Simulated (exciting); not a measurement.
Write the native input for exciting (release sodium) that does the following.

```
Task                                     : band structure
Functional                               : revPBE
Potentials or basis                      : all-electron LAPW+lo, shipped species files, valence relativity iora*
rgkmax                                   : 9
k mesh                                   : 12 × 12 × 12
Occupations                              : fermi-dirac, width 0.05 eV
Spin                                     : no spin polarisation
outputlevel                              : low
gmaxvr (cutoff of density and potential) : 14 1/bohr
lmaxapw (and lmaxmat)                    : 10
lmaxvr                                   : 8
nempty                                   : 12
Valence relativity                       : iora*
epsengy                                  : 1e-05 Ha
epspot                                   : 1e-05 Ha
maxscl                                   : 60
Muffin-tin radii                         : Mo 2.3 bohr
```

The system is Mo.

```
Mo
1.0
    -1.58381    1.58381    1.58381
     1.58381   -1.58381    1.58381
     1.58381    1.58381   -1.58381
Mo
1
Direct
  0.00000 0.00000 0.00000
```

One way to write it, as run:

input.xml

```xml
<input>
  <title>Mo</title>
  <structure speciespath="./" tshift="false">
    <crystal scale="1">
      <basevect>-2.992965190616 2.992965190616 2.992965190616</basevect>
      <basevect>2.992965190616 -2.992965190616 2.992965190616</basevect>
      <basevect>2.992965190616 2.992965190616 -2.992965190616</basevect>
    </crystal>
    <species speciesfile="Mo.xml" rmt="2.3">
      <atom coord="0.000000000000 0.000000000000 0.000000000000"/>
    </species>
  </structure>
  <groundstate do="fromscratch" ngridk="12 12 12" rgkmax="9" gmaxvr="14" lmaxapw="10" lmaxmat="10" lmaxvr="8" xctype="GGA_PBE_R" stype="Fermi Dirac" swidth="0.00183747" nempty="12" ValenceRelativity="iora*" epsengy="1e-05" epspot="1e-05" maxscl="60" outputlevel="low"/>
  <properties>
    <bandstructure>
      <plot1d>
        <path steps="80">
          <point coord="0 0 0" label="G"/>
          <point coord="0.5 -0.5 0.5" label="H"/>
          <point coord="0 0 0.5" label="N"/>
          <point coord="0 0 0" label="G"/>
          <point coord="0.25 0.25 0.25" label="P"/>
          <point coord="0.5 -0.5 0.5" label="H" breakafter="true"/>
          <point coord="0.25 0.25 0.25" label="P"/>
          <point coord="0 0 0.5" label="N"/>
        </path>
      </plot1d>
    </bandstructure>
  </properties>
</input>
```

Potentials or basis: all-electron LAPW+lo, shipped species files, valence relativity iora*.

Launch:

```sh
$ OMP_NUM_THREADS=1 exciting_smp
```

Results of the run:

* Band gap on the k mesh: none (metal or under the smearing width)

Caveat: the log's total energy holds no entropy term; the free energy is that total less TS from the occupations.

Run time: 19 s on 1 thread of Arm Neoverse V2, on a shared host, peak memory 0.09 GiB.
